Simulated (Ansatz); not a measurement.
The system is CuO.

```
Cu O
1.0
     2.34185   -1.71130    0.00000
    -1.49182   -1.71130   -5.05787
     2.34185    5.13390    0.00000
Cu O
4 4
Direct
  0.32133 0.95658 0.29054
  0.67867 0.04342 0.70946
  0.32256 0.52186 0.68365
  0.67744 0.47814 0.31635
  0.41767 0.70732 0.00990
  0.41393 0.79268 0.65850
  0.22494 0.34817 0.07342
  0.94346 0.15183 0.25818
```

Base run:

- Program: Ansatz 0.2.0
- Functional: LDA
- Potentials or basis: Ansatz PAW
- Cutoff: 420 eV (not typed: the program's choice for these potentials)
- k mesh: 9 × 5 × 5
- Occupations: fermi-dirac, width 0.05 eV
- Spin: no spin polarisation
- Hubbard terms: Cu d U = 4.5 eV

Its results: band gap on the k mesh none (metal or under the smearing width); pressure 42.1 GPa; largest force 15.668 eV/Å.

Q: The run is repeated on the same cell with these changes: functional from LDA to r2SCAN; cutoff from 420 eV (not typed: the program's choice for these potentials) to 500 eV (not typed: the program's choice for these potentials); hubbard terms from Cu d U = 4.5 eV to Cu d U = 5.3 eV. What comes out?

A: Band gap on the k mesh none (metal or under the smearing width); pressure 52.6 GPa; largest force 16.944 eV/Å.

Several settings changed at once, so the effect can't be laid on one alone.

Caveats: a pressure of tens of GPa on the cell as given is suspect, and the run, the potentials or the cell itself is likely at fault; the run has no spin polarisation, though such a crystal can be magnetic; U without spin polarisation on a metal has little footing; the PAW data sets come from PBE, with cores solved anew for the run's functional, which leaves a small shift of forces and pressure; forces of over 1 eV/Å show positions far from the minimum, so gaps and moduli don't describe the material at rest.
